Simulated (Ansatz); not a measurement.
Theory: DFT PBE, scalar-relativistic, plane waves, PAW in Ansatz 0.2.0. Settings: cutoff 420 eV, Γ-centred meshes spaced at most about 0.3 Å⁻¹ (2π included), Gaussian smearing. No spin polarisation in the final relaxations.

All energies are static (0 K, no zero-point motion).

Compare these two cells of ZrSi₂O₆, each relaxed at this level.

A.

Space group C222 (No. 21). a = 5.212 Å, b = 9.961 Å, c = 6.040 Å, α = 90.00°, β = 90.00°, γ = 90.00°
```csv
atom,site,symmetry,x,y,z
Zr,2c,222,0.5000,0.0000,0.5000
Si,4k,..2,0.2500,0.2500,0.8448
O,8l,1,0.2054,0.3820,0.6896
O,4g,.2.,0.5000,0.2767,0.0000
```

B.

Space group C2 (No. 5). a = 9.975 Å, b = 5.007 Å, c = 5.898 Å, α = 90.00°, β = 91.80°, γ = 90.00°
```tsv
atom	site	symmetry	x	y	z
Zr	2b	2	0.0000	0.4572	0.5000
Si	4c	1	0.7529	0.7667	0.1547
O	4c	1	0.6233	0.7479	0.3161
O	4c	1	0.7301	0.5764	0.9308
O	4c	1	0.8886	0.6802	0.2972
```

**Question.** Which is lower in energy, and by how much?

**Answer.** B is lower, by 7 meV/atom. A has space group C222 (No. 21), 17.4 Å³/atom and a gap of 5.05 eV on its mesh; B has space group C2 (No. 5), 16.4 Å³/atom and a gap of 5.16 eV. The denser one is the lower, and pressure would at first widen the difference. In A, Zr is surrounded by 4 O at 1.96 Å; Si is surrounded by 4 O at 1.63 Å; O on a site of symmetry 1 has 1 Si at 1.63 Å and 1 Zr at 1.96 Å; 1 more site not described. In B, Zr has 4 O at 1.96–1.97 Å; around Si lie 4 O at 1.63–1.64 Å; around O on its first site lie 1 Si at 1.63 Å and 1 Zr at 1.97 Å; 2 more sites not described. Both come from invented guesses.

Kohn–Sham gaps at this level usually fall short of measured ones. Cells relaxed within their symmetry can be saddle points. The C2 cell of ZrSi2O6 came from shaking the C222 one.
